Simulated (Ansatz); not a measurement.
A crystal relaxed with r2SCAN+rVV10 in Ansatz has space group P-6m2 (No. 187) and a = 3.297 Å, c = 7.184 Å.

| atom | site | x | y | z |
| --- | --- | --- | --- | --- |
| W | 1a | 0.0000 | 0.0000 | 0.0000 |
| Xx | 2h | 0.3333 | 0.6667 | 0.2319 |

The r2SCAN gap is indirect, 1.49 eV (A to K–Γ (0.47 of the way from K)), below the direct gap of 1.67 eV at H. The HSE06 gap is indirect, 1.89 eV (A to K–Γ (0.47 of the way from K)), below the direct gap of 2.02 eV at H. The PBE gap is indirect, 1.38 eV (A to K–Γ (0.50 of the way from K)), below the direct gap of 1.56 eV at H. Meshes: r2SCAN 12×12×4, HSE06 6×6×4, PBE 12×12×4. r2SCAN's ε∞ is 13.1 along x and y, 4.4 along z.

Task: Which element is Xx?
A. S
B. Se
C. Te
D. O

Result: B. Xx is Se: WSe₂ (P-6m2) from a database of computed structures. Around W lie 6 Se at 2.53 Å; around Se lie 3 W at 2.53 Å.

Spin-unpolarised throughout; all numbers are computed.

Spin-orbit coupling is left out, which matters wherever the heavy atoms make up the band edges.

Where an edge lies off the special points, it is a point of the mesh or the k point where a search put PBE's edge or least direct gap, reused for the other functionals, whose own edges may lie a little apart.

The meshes of the hybrids are coarse, so their gaps aren't converged to the digits shown.
